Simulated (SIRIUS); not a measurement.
Input of a SIRIUS 7.10.0 run:

File sirius.json:

```json
{
  "control": {
    "processing_unit": "cpu",
    "verbosity": 2,
    "num_bands_to_print": 16,
    "print_forces": true,
    "print_stress": true
  },
  "parameters": {
    "electronic_structure_method": "pseudopotential",
    "xc_functionals": ["XC_GGA_X_PBE_SOL", "XC_GGA_C_PBE_SOL"],
    "gk_cutoff": 9.2,
    "pw_cutoff": 18.4,
    "ngridk": [12, 12, 12],
    "shiftk": [0, 0, 0],
    "smearing": "fermi_dirac",
    "smearing_width": 0.0018374661,
    "num_bands": 16,
    "num_mag_dims": 0,
    "num_dft_iter": 100,
    "energy_tol": 1e-08,
    "density_tol": 1e-06
  },
  "iterative_solver": {
    "type": "davidson",
    "min_tolerance": 1e-09,
    "tolerance_scale": [0.1, 0.25]
  },
  "mixer": {
    "type": "anderson",
    "beta": 0.7,
    "max_history": 8
  },
  "settings": {
    "tol_ne": 1e-10,
    "pseudo_grid_cutoff": 6.5
  },
  "unit_cell": {
    "lattice_vectors": [
      [0.0, 3.705563957779, 3.705563957779],
      [3.705563957779, 0.0, 3.705563957779],
      [3.705563957779, 3.705563957779, 0.0]
    ],
    "atom_coordinate_units": "lattice",
    "atom_types": ["Pt"],
    "atom_files": {
      "Pt": "Pt.json"
    },
    "atoms": {
      "Pt": [
        [0.0, 0.0, 0.0]
      ]
    }
  }
}
```

Potentials or basis: PseudoDojo 0.4.1 PBEsol standard (scalar relativistic).

The run is started by

```console
$ upf_to_json Pt.upf
$ OMP_NUM_THREADS=1 sirius.scf --input=sirius.json --output=out.json --task=0
```

Question: What does it give for the pressure?

Answer: -1.2 GPa.

Question: Estimate the band gap on the k mesh.

Answer: None (metal or under the smearing width).

Spin-orbit coupling is left out, which matters for the levels of Pt.
